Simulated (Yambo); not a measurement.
InP: G0W0 quasiparticle levels with LDA

**What was measured.**

A printed reference work, data compilation reports, for a bulk crystal of InP at 1.6 K: band gap 1.4236 eV (direct).

The system is InP.

```
In P
1.0
     0.00000    2.93050    2.93050
     2.93050    0.00000    2.93050
     2.93050    2.93050    0.00000
In P
1 1
Cartesian
  0.0000 0.0000 0.0000
  4.3957 4.3957 4.3957
```

| Property | Result |
| --- | --- |
| Program | Yambo 5.3.0 |
| Task | G0W0 quasiparticle levels |
| Functional | LDA |
| Potentials or basis | PseudoDojo 0.4.1 SR LDA stringent |
| Cutoff | 1007 eV |
| Density cutoff | 4027 eV |
| k mesh | 6 × 6 × 6 |
| Occupations | fixed |
| Spin | no spin polarisation |
| k mesh of the self-consistent run | 8 × 8 × 8 |
| Form of the LDA | PW92 |
| Random integration of the Coulomb term | yes |
| Direction of the field or of q to 0 | x + y + z |
| Broadening | 0.1 eV |
| States corrected | Γ and the k points of the band edges |
| Frequency dependence of W | plasmon pole |
| Terminator of the band sum in the self-energy | Bruneval-Gonze |
| Quasiparticle equation | linearised (Newton) |
| Imaginary frequency of the plasmon-pole fit | 27.2114 eV |
| Bands in the response | 113 |
| Bands in the self-energy | 113 |
| Cutoff of the response matrix | 15 Ry |
| Cutoff of exchange and Vxc | 74 Ry |
| Bands corrected (first, last) | [13, 14] |

```json
{
 "Band gap on the k mesh, mean-field level": "0.48 eV, direct",
 "Quasiparticle gap": "1.37 eV",
 "Least direct quasiparticle gap": "1.37 eV",
 "Quasiparticle gap at Γ": "1.37 eV",
 "Band gap of the same states before the correction": "0.48 eV"
}
```

Quasiparticle terms (eV):
```
              k point  band  Kohn-Sham level     Vxc      Σx     Σc     Z  result
(0.000, 0.000, 0.000)    13             0.00  -12.87  -14.52   0.71  0.78   -0.73
(0.000, 0.000, 0.000)    14             0.48  -12.08   -8.34  -3.53  0.79    0.65
```

Wall time 42 min on 1 thread of Arm Neoverse V1, on a shared host.

Against the measured gap of InP, 1.4236 eV (direct; 1.6 K; a printed reference work, data compilation), the calculated 1.37 eV is off by -0.05 eV. Spin-orbit coupling on In is left out. The value is that of G0W0 on LDA, without temperature or zero-point motion.

Caveat: this version prints the column dSc/dw multiplied by 27.2; the terminator is approximate in this version, by hundredths of an eV; spin-orbit coupling is left out, which moves the levels of the heavy elements.
